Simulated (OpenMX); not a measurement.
Crystal: GaAs.

```xyz
2
Lattice="-1.8808 1.8808 3.0259 1.8808 -1.8808 3.0259 1.8808 1.8808 -3.0259" Properties=species:S:1:pos:R:3 pbc="T T T"
Ga    0.0000    0.0000    0.0000
As    0.0000    0.0000    3.0259
```

The cell was built by a generator and needn't be a form met in nature.

Base run:

| Quantity | Value |
| --- | --- |
| Program | OpenMX 3.8.5 |
| Functional | PBE |
| Dispersion | D3 |
| Potentials or basis | OpenMX 2013 PBE set, Ga7.0-s3p2d2, As7.0-s3p2d2, grid cutoff 500 Ry |
| k mesh | 7 × 7 × 7 |
| Occupations | fermi-dirac, width 0.05 eV |
| Spin | no spin polarisation |

Its results: band gap on the k mesh none (metal or under the smearing width); pressure -2.5 GPa.

Problem. The run is repeated on the same cell with these changes: dispersion from D3 to D4. What comes out?

Solution. Band gap on the k mesh none (metal or under the smearing width); pressure -4.2 GPa.

Caveats: the basis of atomic orbitals isn't converged, which shifts pressures, moduli and gaps; pairwise dispersion overbinds metals, which lowers pressure and volume.
